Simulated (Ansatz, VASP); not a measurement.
## Two plane-wave programs on W

File INCAR:

```
PREC = Accurate
ENCUT = 520
EDIFF = 1E-6
ISMEAR = -1
SIGMA = 0.1
LREAL = False
LASPH = True
NELM = 60
ALGO = Normal
ISIF = 2
LWAVE = False
LCHARG = True
GGA = PE
LELF = True
LVHAR = True
NBANDS = 13
```

The input KPOINTS:

```
regular mesh
0
Gamma
  14 14 14
```

The input POSCAR:

```
W
1.0
   -1.5921723362      1.5921723362      1.5921723362
    1.5921723362     -1.5921723362      1.5921723362
    1.5921723362      1.5921723362     -1.5921723362
W
1
Direct
    0.0000000000      0.0000000000      0.0000000000
```

Input for Ansatz:

```yaml
crystal:
  lattice:
    - [-1.5921723362, 1.5921723362, 1.5921723362]
    - [1.5921723362, -1.5921723362, 1.5921723362]
    - [1.5921723362, 1.5921723362, -1.5921723362]
  atoms:
    - { symbol: W, position: [0.0, 0.0, 0.0] }
hamiltonian:
  xc: pbe
  pseudopotentials:
    kind: paw
    azcp:
      W: "pseudopotentials/W.paw.azcp"
basis:
  ecutwfc: 420
  fft_grid_basis: typed
kpoints:
  mp_grid: { grid: [14, 14, 14], shift: [0, 0, 0] }
magnetization:
  spin_polarized: false
scf:
  occupations: { method: fermi_dirac, width: 0.1 }
  lower_state_search: "off"
output:
  stress: true
```

Alike in both runs: task single point; functional PBE; k mesh 14 × 14 × 14; occupations fermi-dirac, width 0.1 eV; no spin polarisation.

```csv
,VASP,Ansatz
version,VASP 6.6.1,Ansatz 0.2.0
potentials or method,"VASP PAW PBE potentials, release 64 (W_sv)","plane waves (420 eV) with PAW, scalar-relativistic"
plane-wave cutoff (eV),520,420
valence electrons in the cell,14,14
```

|  | VASP | Ansatz | Ansatz less VASP |
| --- | --- | --- | --- |
| pressure (GPa) | 0.5 | 0.0 | -0.49 |

The runs have no spin-orbit coupling, so splittings on W are missing.
